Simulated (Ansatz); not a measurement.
# GaS: the cell at several levels of theory, part 3 of 3

Ansatz 0.2.0, plane waves. Earlier steps stand in the parts before.

## Step 4: PBE-D4: cell and atoms

Input file input.yaml:

```yaml
crystal:
  lattice:
    - [3.5899992847, 0.0, 0.0]
    - [-1.7949996423, 3.1090305801, 0.0]
    - [0.0, 0.0, 15.4506922481]
  atoms:
    - { symbol: Ga, position: [0.3333333333, 0.6666666667, 0.1707832508] }
    - { symbol: Ga, position: [0.6666666667, 0.3333333333, 0.6707832508] }
    - { symbol: Ga, position: [0.3333333333, 0.6666666667, 0.3292167492] }
    - { symbol: Ga, position: [0.6666666667, 0.3333333333, 0.8292167492] }
    - { symbol: S, position: [0.3333333333, 0.6666666667, 0.6003454255] }
    - { symbol: S, position: [0.6666666667, 0.3333333333, 0.1003454255] }
    - { symbol: S, position: [0.3333333333, 0.6666666667, 0.8996545745] }
    - { symbol: S, position: [0.6666666667, 0.3333333333, 0.3996545745] }
kpoints:
  mp_grid: { grid: [12, 12, 2] }
hamiltonian:
  xc: pbe
  dispersion: d4
scf:
  occupations: { method: fermi_dirac, width: 0.02 }
relax:
  f_tol: 0.005
  cell: {}
```

Started as:

```
ansatz run input.yaml --threads 8 --pin off --max-ram 20275MiB --backend cpu --events-out ev --progress --plain --runs-dir out
```

What it wrote:

```text
Warning: RAYON_NUM_THREADS=8 ignored (pool sized by the plan → 8); use --threads N
Engine: ansatz 0.2.0, x86_64-unknown-linux-gnu
Pseudopotentials: kind: paw
Pseudopotential: Ga, paw, valence charge 13, recommended cutoff 420 eV (normal), Ga.paw.azcp
Pseudopotential: S, paw, valence charge 6, recommended cutoff 420 eV (normal), S.paw.azcp
Functional definition: PBE
  parameter kappa = 0.804
  parameter beta = 0.06672455060314922
  exchange = pbe_x(kappa = kappa, mu = beta*pi^2/3)
  correlation = pbe_c(beta = beta)
Crystal: 8 atoms, lattice volume = 172.452 Å³
Basis set: ecut = 420 eV, 3345 PW (Γ), exchange–correlation on 48×48×216 points (8 copies of the dense FFT grid, shifted against one another)
Bands: 46, of which v1, the nominal top of the filled ones, is band 38 counted from 1 (37 counted from 0)
Symmetry: 24 space group operations
Space group: P63/mmc (ITA 194), of the structure as read, at distance tolerance 5.6e-5 Å
k-points: 38 of 288
Non-local potential: Ga, projectors of the file, l = 0: 2, l = 1: 2, l = 2: 3, l = 3: 1
Non-local potential: S, projectors of the file, l = 0: 2, l = 1: 2, l = 2: 2
PAW form: soft (Blöchl's): semilocal exchange-correlation on the pseudo side does not see the compensation charge
PAW one-centre angular grid: Ga, 590 points (default); XC on 64 Gauss nodes
PAW one-centre angular grid: S, 110 points (default); XC on 64 Gauss nodes
Initial density: superposition of atomic densities (neutral atoms: chi_scale 0, normalization atom), corrected by the library's trained network
Initial wavefunctions: pseudopotential atomic-orbital guess
Functional: x = pbe(κ = 0.804, μ = 0.2195149727645171), c = pbe(β = 0.06672455060314922)
SCF iter   1: F=—  HF=-18748.377984 eV  |F-HF|=—  |Δ(HF+E_count)|=         —  Δρ=1.31e-3  dr2=2.38e-3  ethr=1.77e-3  ⟨swp⟩=7.3  Hψ=6975  notcnv=0
preconditioner: auto → Resta (q_TF=auto, 2.380 Å⁻¹)  ε∞=4.0  [insulator: Δε(μ)=1.552 eV  Ē_g=14.151 eV  σ=0.020 eV  W_gap=1.00  n_scr=52 (ndim 8)  ℏωp=24.7 eV  f_vac=0.035  D(μ)=0.00/eV (n_scr^D=0)  ε∞_Penn≈4.0]
SCF iter   2: F=—  HF=-18748.377754 eV  |F-HF|=—  |Δ(HF+E_count)|=   2.30e-4  Δρ=7.06e-4  dr2=6.51e-4  ethr=3.14e-6  ⟨swp⟩=2.1  Hψ=3587  notcnv=0  defer=74
SCF iter   3: F=—  HF=-18748.378137 eV  |F-HF|=—  |Δ(HF+E_count)|=   3.83e-4  Δρ=2.15e-4  dr2=5.20e-5  ethr=8.56e-7  ⟨swp⟩=2.0  Hψ=3082  notcnv=0  defer=74
SCF iter   4: F=—  HF=-18748.378113 eV  |F-HF|=—  |Δ(HF+E_count)|=   2.48e-5  Δρ=7.18e-5  dr2=7.12e-6  ethr=6.84e-8  ⟨swp⟩=2.0  Hψ=3054  notcnv=0  defer=74
SCF iter   5: F=—  HF=-18748.378247 eV  |F-HF|=—  |Δ(HF+E_count)|=   1.35e-4  Δρ=2.55e-5  dr2=1.21e-6  ethr=9.37e-9  ⟨swp⟩=3.0  Hψ=3132  notcnv=0  defer=74
SCF iter   6: F=—  HF=-18748.378249 eV  |F-HF|=—  |Δ(HF+E_count)|=   1.60e-6  Δρ=7.88e-6  dr2=1.53e-7  ethr=1.60e-9  ⟨swp⟩=2.0  Hψ=2234  notcnv=0  defer=74
SCF iter   7: F=-18748.378249 eV  HF=-18748.378249 eV  |F-HF|=2.50e-9  |Δ(HF+E_count)|=   1.64e-7  Δρ=2.49e-6  dr2=1.90e-8  ethr=1.32e-10  ⟨swp⟩=4.1  Hψ=5993  notcnv=0
SCF 1 converged in 7 iterations: F = -18748.378249 eV  dr2 = 1.90e-8
relax step   1: F+E_penalty+E_count = -18748.37824899 eV  Δ(F+E_penalty+E_count) = +0.000e0 eV  max|allowed force component| = 1.173e-2 eV/Å  Δτ_max = 0.0000 Å  P = -0.507 GPa  Ω = 172.452 Å³  (7 SCF iters, dr2 threshold 1.00e-7 eV, accepted)
Crystal: 8 atoms, lattice volume = 168.746 Å³
Basis set: ecut = 420 eV, 3213 PW (Γ), exchange–correlation on 48×48×216 points (8 copies of the dense FFT grid, shifted against one another)
Initial density: handed on by an earlier stage of this run
Initial wavefunctions: those handed on with the density
iter 1 solved again at ethr=1.39e-5 eV; its pass at ethr=3.10e-3 eV (dr2=1.06e-2 eV) is discarded
SCF iter   1: F=—  HF=-18748.382825 eV  |F-HF|=—  |Δ(HF+E_count)|=         —  Δρ=2.65e-3  dr2=1.05e-2  ethr=1.39e-5  ⟨swp⟩=2.1  Hψ=8588  notcnv=0
preconditioner: auto → Resta (q_TF=auto, 2.389 Å⁻¹)  ε∞=4.1  [insulator: Δε(μ)=1.439 eV  Ē_g=14.182 eV  σ=0.020 eV  W_gap=1.00  n_scr=52 (ndim 8)  ℏωp=24.9 eV  f_vac=0.024  D(μ)=0.00/eV (n_scr^D=0)  ε∞_Penn≈4.1]
SCF iter   2: F=—  HF=-18748.381137 eV  |F-HF|=—  |Δ(HF+E_count)|=   1.69e-3  Δρ=1.39e-3  dr2=2.01e-3  ethr=1.38e-5  ⟨swp⟩=2.0  Hψ=2348  notcnv=0
SCF iter   3: F=—  HF=-18748.381062 eV  |F-HF|=—  |Δ(HF+E_count)|=   7.52e-5  Δρ=3.46e-4  dr2=2.73e-4  ethr=2.65e-6  ⟨swp⟩=2.2  Hψ=3221  notcnv=0
SCF iter   4: F=—  HF=-18748.380911 eV  |F-HF|=—  |Δ(HF+E_count)|=   1.52e-4  Δρ=1.54e-4  dr2=3.85e-5  ethr=3.60e-7  ⟨swp⟩=2.0  Hψ=3192  notcnv=0
SCF iter   5: F=—  HF=-18748.380925 eV  |F-HF|=—  |Δ(HF+E_count)|=   1.41e-5  Δρ=5.77e-5  dr2=6.68e-6  ethr=5.06e-8  ⟨swp⟩=2.0  Hψ=3122  notcnv=0
SCF iter   6: F=-18748.380936 eV  HF=-18748.380935 eV  |F-HF|=1.64e-6  |Δ(HF+E_count)|=   9.64e-6  Δρ=1.74e-5  dr2=6.90e-7  ethr=1.05e-9  ⟨swp⟩=3.0  Hψ=7442  notcnv=0
SCF 2 converged in 6 iterations: F = -18748.380936 eV  dr2 = 6.90e-7
relax step   2: F+E_penalty+E_count = -18748.38093616 eV  Δ(F+E_penalty+E_count) = -2.687e-3 eV  max|allowed force component| = 7.359e-2 eV/Å  Δτ_max = 0.0405 Å  P = -0.055 GPa  Ω = 168.746 Å³  energy of the carried Pulay correction = +7.367e-4 eV  (6 SCF iters, dr2 threshold 8.00e-7 eV, accepted)
Crystal: 8 atoms, lattice volume = 169.857 Å³
Basis set: ecut = 420 eV, 3249 PW (Γ), exchange–correlation on 48×48×216 points (8 copies of the dense FFT grid, shifted against one another)
iter 1 solved again at ethr=2.75e-6 eV; its pass at ethr=3.10e-3 eV (dr2=2.09e-3 eV) is discarded
SCF iter   1: F=—  HF=-18748.382778 eV  |F-HF|=—  |Δ(HF+E_count)|=         —  Δρ=1.62e-3  dr2=2.07e-3  ethr=2.75e-6  ⟨swp⟩=2.3  Hψ=8415  notcnv=0
preconditioner: auto → Resta (q_TF=auto, 2.386 Å⁻¹)  ε∞=4.1  [insulator: Δε(μ)=1.503 eV  Ē_g=14.168 eV  σ=0.020 eV  W_gap=1.00  n_scr=52 (ndim 8)  ℏωp=24.8 eV  f_vac=0.032  D(μ)=0.00/eV (n_scr^D=0)  ε∞_Penn≈4.1]
SCF iter   2: F=—  HF=-18748.382493 eV  |F-HF|=—  |Δ(HF+E_count)|=   2.85e-4  Δρ=8.30e-4  dr2=5.42e-4  ethr=2.72e-6  ⟨swp⟩=2.1  Hψ=3078  notcnv=0
SCF iter   3: F=—  HF=-18748.382511 eV  |F-HF|=—  |Δ(HF+E_count)|=   1.74e-5  Δρ=1.30e-4  dr2=4.23e-5  ethr=7.13e-7  ⟨swp⟩=2.0  Hψ=3175  notcnv=0
SCF iter   4: F=—  HF=-18748.382483 eV  |F-HF|=—  |Δ(HF+E_count)|=   2.81e-5  Δρ=6.87e-5  dr2=7.90e-6  ethr=5.57e-8  ⟨swp⟩=2.0  Hψ=3192  notcnv=0
SCF iter   5: F=—  HF=-18748.382485 eV  |F-HF|=—  |Δ(HF+E_count)|=   2.89e-6  Δρ=2.24e-5  dr2=1.23e-6  ethr=1.04e-8  ⟨swp⟩=2.0  Hψ=3181  notcnv=0
SCF iter   6: F=-18748.382487 eV  HF=-18748.382487 eV  |F-HF|=2.91e-7  |Δ(HF+E_count)|=   1.09e-6  Δρ=7.65e-6  dr2=1.84e-7  ethr=4.45e-10  ⟨swp⟩=4.7  Hψ=6308  notcnv=0
SCF 3 converged in 6 iterations: F = -18748.382487 eV  dr2 = 1.84e-7
relax step   3: F+E_penalty+E_count = -18748.38248684 eV  Δ(F+E_penalty+E_count) = -1.551e-3 eV  max|allowed force component| = 4.804e-2 eV/Å  Δτ_max = 0.0236 Å  P = +0.073 GPa  Ω = 169.857 Å³  energy of the carried Pulay correction = +5.141e-4 eV  (6 SCF iters, dr2 threshold 3.38e-7 eV, accepted)
Crystal: 8 atoms, lattice volume = 169.820 Å³
iter 1 solved again at ethr=1.30e-7 eV; its pass at ethr=3.10e-3 eV (dr2=9.86e-5 eV) is discarded
SCF iter   1: F=—  HF=-18748.382854 eV  |F-HF|=—  |Δ(HF+E_count)|=         —  Δρ=3.89e-4  dr2=9.98e-5  ethr=1.30e-7  ⟨swp⟩=2.5  Hψ=8357  notcnv=0
preconditioner: auto → Resta (q_TF=auto, 2.386 Å⁻¹)  ε∞=4.1  [insulator: Δε(μ)=1.490 eV  Ē_g=14.171 eV  σ=0.020 eV  W_gap=1.00  n_scr=52 (ndim 8)  ℏωp=24.8 eV  f_vac=0.030  D(μ)=0.00/eV (n_scr^D=0)  ε∞_Penn≈4.1]
SCF iter   2: F=—  HF=-18748.382795 eV  |F-HF|=—  |Δ(HF+E_count)|=   5.90e-5  Δρ=1.90e-4  dr2=2.08e-5  ethr=1.30e-7  ⟨swp⟩=2.0  Hψ=3192  notcnv=0
SCF iter   3: F=—  HF=-18748.382797 eV  |F-HF|=—  |Δ(HF+E_count)|=   2.20e-6  Δρ=2.77e-5  dr2=8.20e-7  ethr=2.73e-8  ⟨swp⟩=2.9  Hψ=3123  notcnv=0
SCF iter   4: F=—  HF=-18748.382798 eV  |F-HF|=—  |Δ(HF+E_count)|=   4.54e-7  Δρ=1.11e-5  dr2=1.62e-7  ethr=1.90e-10  ⟨swp⟩=4.3  Hψ=6257  notcnv=0
SCF iter   5: F=-18748.382798 eV  HF=-18748.382798 eV  |F-HF|=3.83e-8  |Δ(HF+E_count)|=   2.47e-8  Δρ=3.60e-6  dr2=4.07e-8  ethr=1.90e-10  ⟨swp⟩=4.0  Hψ=6232  notcnv=0
SCF 4 converged in 5 iterations: F = -18748.382798 eV  dr2 = 4.07e-8
relax step   4: F+E_penalty+E_count = -18748.38279775 eV  Δ(F+E_penalty+E_count) = -3.109e-4 eV  max|allowed force component| = 2.161e-2 eV/Å  Δτ_max = 0.0041 Å  P = -0.006 GPa  Ω = 169.820 Å³  energy of the carried Pulay correction = +5.216e-4 eV  (5 SCF iters, dr2 threshold 1.44e-7 eV, accepted)
Crystal: 8 atoms, lattice volume = 169.817 Å³
Basis set: ecut = 420 eV, 3237 PW (Γ), exchange–correlation on 48×48×216 points (8 copies of the dense FFT grid, shifted against one another)
iter 1 solved again at ethr=3.71e-8 eV; its pass at ethr=3.10e-3 eV (dr2=2.82e-5 eV) is discarded
SCF iter   1: F=—  HF=-18748.382900 eV  |F-HF|=—  |Δ(HF+E_count)|=         —  Δρ=1.90e-4  dr2=2.69e-5  ethr=3.71e-8  ⟨swp⟩=2.1  Hψ=7996  notcnv=0
preconditioner: auto → Resta (q_TF=auto, 2.386 Å⁻¹)  ε∞=4.1  [insulator: Δε(μ)=1.484 eV  Ē_g=14.172 eV  σ=0.020 eV  W_gap=1.00  n_scr=52 (ndim 8)  ℏωp=24.8 eV  f_vac=0.030  D(μ)=0.00/eV (n_scr^D=0)  ε∞_Penn≈4.1]
SCF iter   2: F=—  HF=-18748.382850 eV  |F-HF|=—  |Δ(HF+E_count)|=   4.97e-5  Δρ=9.22e-5  dr2=5.15e-6  ethr=3.55e-8  ⟨swp⟩=2.1  Hψ=2199  notcnv=0
SCF iter   3: F=—  HF=-18748.382850 eV  |F-HF|=—  |Δ(HF+E_count)|=   3.23e-7  Δρ=1.87e-5  dr2=5.00e-7  ethr=6.78e-9  ⟨swp⟩=2.3  Hψ=3192  notcnv=0
SCF iter   4: F=—  HF=-18748.382850 eV  |F-HF|=—  |Δ(HF+E_count)|=   1.38e-8  Δρ=5.98e-6  dr2=5.25e-8  ethr=6.58e-10  ⟨swp⟩=2.0  Hψ=3192  notcnv=0
SCF iter   5: F=-18748.382850 eV  HF=-18748.382850 eV  |F-HF|=1.10e-8  |Δ(HF+E_count)|=   1.51e-8  Δρ=2.65e-6  dr2=1.24e-8  ethr=3.84e-11  ⟨swp⟩=4.1  Hψ=6243  notcnv=0
SCF 5 converged in 5 iterations: F = -18748.382850 eV  dr2 = 1.24e-8
relax step   5: F+E_penalty+E_count = -18748.38284962 eV  Δ(F+E_penalty+E_count) = -5.187e-5 eV  max|allowed force component| = 3.233e-3 eV/Å  Δτ_max = 0.0016 Å  P = +0.007 GPa  Ω = 169.817 Å³  energy of the carried Pulay correction = +5.222e-4 eV  (5 SCF iters, dr2 threshold 2.92e-8 eV, accepted)
Initial wavefunctions: pseudopotential atomic-orbital guess (no wavefunctions were taken with the density)
iter 1 solved again at ethr=1.81e-7 eV; its pass at ethr=3.10e-3 eV (dr2=1.37e-4 eV) is discarded
SCF iter   1: F=—  HF=-18748.382376 eV  |F-HF|=—  |Δ(HF+E_count)|=         —  Δρ=1.66e-5  dr2=1.36e-7  ethr=1.81e-7  ⟨swp⟩=3.1  Hψ=11825  notcnv=0
preconditioner: auto → Resta (q_TF=auto, 2.386 Å⁻¹)  ε∞=4.1  [insulator: Δε(μ)=1.483 eV  Ē_g=14.171 eV  σ=0.020 eV  W_gap=1.00  n_scr=52 (ndim 8)  ℏωp=24.8 eV  f_vac=0.030  D(μ)=0.00/eV (n_scr^D=0)  ε∞_Penn≈4.1]
SCF iter   2: F=—  HF=-18748.382328 eV  |F-HF|=—  |Δ(HF+E_count)|=   4.81e-5  Δρ=1.68e-5  dr2=2.24e-7  ethr=1.80e-10  ⟨swp⟩=2.4  Hψ=3215  notcnv=0
SCF iter   3: F=—  HF=-18748.382328 eV  |F-HF|=—  |Δ(HF+E_count)|=   2.79e-8  Δρ=5.00e-6  dr2=1.85e-8  ethr=1.80e-10  ⟨swp⟩=2.0  Hψ=3162  notcnv=0
SCF iter   4: F=—  HF=-18748.382328 eV  |F-HF|=—  |Δ(HF+E_count)|=   7.95e-9  Δρ=4.89e-7  dr2=3.55e-10  ethr=2.43e-11  ⟨swp⟩=2.0  Hψ=3192  notcnv=0
SCF iter   5: F=—  HF=-18748.382328 eV  |F-HF|=—  |Δ(HF+E_count)|=  8.37e-10  Δρ=2.04e-7  dr2=8.99e-11  ethr=1.00e-12  ⟨swp⟩=4.3  Hψ=6254  notcnv=0
SCF iter   6: F=-18748.382328 eV  HF=-18748.382328 eV  |F-HF|=3.64e-12  |Δ(HF+E_count)|=  8.73e-11  Δρ=6.17e-8  dr2=8.98e-12  ethr=1.00e-12  ⟨swp⟩=4.0  Hψ=6117  notcnv=0
SCF 6 converged in 6 iterations: F = -18748.382328 eV  dr2 = 8.98e-12
relax step   6: F+E_penalty+E_count = -18748.38232779 eV  Δ(F+E_penalty+E_count) = +5.218e-4 eV  max|allowed force component| = 3.295e-3 eV/Å  Δτ_max = 0.0000 Å  P = +0.007 GPa  Ω = 169.817 Å³  stress off target by 2.02e-2 GPa  SCF on the basis re-selected at this cell (its energy is not comparable with the rows above)  (6 SCF iters)
basis re-selected at this cell: Δ(F+E_penalty+E_count) = +5.218e-4 eV, ΔP = +0.000 GPa vs the last step (what re-selecting the basis moved, of the pressure what is left beyond the Pulay correction that the steps carried, after the strain that the cell walked since its last selection, with what the two solves' SCF thresholds leave and, on support functions, any second-order correction that the steps lacked; it is no measure of the basis error at this ecutwfc). This SCF's stress stands 2.02e-2 GPa from its target on what of the cell is left free (relax.cell.stress_tol is 5.00e-2 GPa) and its largest allowed force component is 3.30e-3 eV/Å (relax.f_tol is 5.00e-3 eV/Å): within both
SCF converged after 6 iterations
Free energy (F): -18748.382328 eV
Harris-Foulkes:  -18748.382328 eV  (|F-HF|=3.64e-12)
Internal energy: -18748.382328 eV  (E = F + TS)
E sigma→0 (E₀):  -18748.382328 eV
Fermi energy:    7.318086 eV
--- Per-component energies (eV) ---
  E_band       = -302.471348
  E_kinetic    = 889.668926
  E_local      = -9897.080629  (includes V_loc(G=0)·N_el)
  E_nonlocal   = 1815.193537
  E_hartree    = 4569.074036
  E_xc         = -664.194509
  E_vxc        = -580.891927  (∫ρ·V_xc dr)
  E_paw        = -10358.306584  (= ΣΔE_a)
  E_vpaw       = -1667.508970  (= ΣTr[D̂ρ^β])
  E_aug_tail   = -0.000445  (compensation charges beyond the density's cutoff)
  E_ewald      = -5099.788291
  E_disp       = -2.948370  (pairwise vdW)
  E_smearing   = -0.000000  (= −TS)
  E_closure    = -0.000000  (closes the sum)
  Σ components = -18748.382328   (vs F -18748.382328, Δ=0.00e0)
--- Forces (eV/Å), atoms counted from 1 ---
  atom   1  Ga     0.00000000    -0.00000000     0.00297051
  atom   2  Ga    -0.00000000     0.00000000     0.00297051
  atom   3  Ga     0.00000000    -0.00000000    -0.00297051
  atom   4  Ga    -0.00000000     0.00000000    -0.00297051
  atom   5  S      0.00000000    -0.00000000    -0.00329514
  atom   6  S     -0.00000000     0.00000000    -0.00329514
  atom   7  S      0.00000000    -0.00000000     0.00329514
  atom   8  S     -0.00000000     0.00000000     0.00329514
  max |Σ_I F_I| component: 8.33e-17 eV/Å
--- Stress (GPa, compression-positive) ---
        0.000473      -0.000000       0.000000
        0.000000       0.000473       0.000000
        0.000000       0.000000       0.020207
  P = ⅓ Tr σ = 0.0071 GPa (0.071 kbar)
--- Relaxed structure (5 steps of the walk, 5 accepted, 1 SCFs on fresh bases) ---
  F+E_penalty+E_count = -18748.38232779 eV   max|allowed force component| = 3.295e-3 eV/Å   (the final SCF, on the basis selected at the relaxed cell)
  cell:  # Å, volume = 169.8169 Å³
    - [3.582079269747114, -2.8803828947494145e-11, 0.0]
    - [-1.7910396348486122, 3.1021716459850137, 0.0]
    - [0.0, 0.0, 15.281984846204066]
  atoms:
    - { symbol: Ga, position: [0.33333333333333326, 0.6666666666666667, 0.17013210387089922] }
    - { symbol: Ga, position: [0.6666666666666667, 0.33333333333333326, 0.6701321038708993] }
    - { symbol: Ga, position: [0.33333333333333326, 0.6666666666666667, 0.3298678961291009] }
    - { symbol: Ga, position: [0.6666666666666667, 0.33333333333333326, 0.8298678961291008] }
    - { symbol: S, position: [0.33333333333333326, 0.6666666666666667, 0.598985963228959] }
    - { symbol: S, position: [0.6666666666666667, 0.33333333333333326, 0.09898596322895913] }
    - { symbol: S, position: [0.33333333333333326, 0.6666666666666667, 0.9010140367710411] }
    - { symbol: S, position: [0.6666666666666667, 0.33333333333333326, 0.40101403677104097] }
```

Wall time 29 s (8 threads of Intel Xeon at 2.50GHz (Skylake/Cascade Lake), shared host); peak memory 0.86 GiB.

The path of the relaxation:

```
step  energy change (meV/atom)  largest force (eV/Å)  pressure (GPa)  volume (Å³/atom)
   1                       0.0                0.0117           -0.51            21.556
   2                      -0.3                0.0736           -0.05            21.093
   3                      -0.5                0.0480            0.07            21.232
   4                      -0.6                0.0216           -0.01            21.227
   5                      -0.6                0.0032            0.01            21.227
   6                      -0.5                0.0033            0.01            21.227
```

Step 6 solves the same cell on a plane-wave basis chosen anew, so the energy can jump there without a move.

The table lists every geometry solved, with passes on a fresh basis, whose energies don't compare exactly with the rows above.

|  | before | after | change |
| --- | --- | --- | --- |
| a (Å) | 3.590 | 3.582 | -0.22 % |
| c (Å) | 15.451 | 15.282 | -1.09 % |
| volume (Å³/atom) | 21.556 | 21.227 | -1.53 % |
| shortest distance (Å) | 2.341 | 2.336 | -0.19 % |
| space group | P6_3/mmc | P6_3/mmc | same |

## Step 5: Results

The summary covers parts 1 to 3.

```
       level  a (Å)   c (Å)  volume (Å³/atom)  space group  SCF geometries
  PBE-D3(BJ)  3.590  15.451            21.556     P6_3/mmc               5
r2SCAN+rVV10  3.580  15.563            21.587     P6_3/mmc               5
      PBE-D4  3.582  15.282            21.227     P6_3/mmc               6
```

From the start to the first minimum the volume moved by -0.0 %. PBE-D4 gives the smallest cell and r2SCAN+rVV10 the largest; they differ by 1.7 % in volume, a mean of 0.6 % in length.
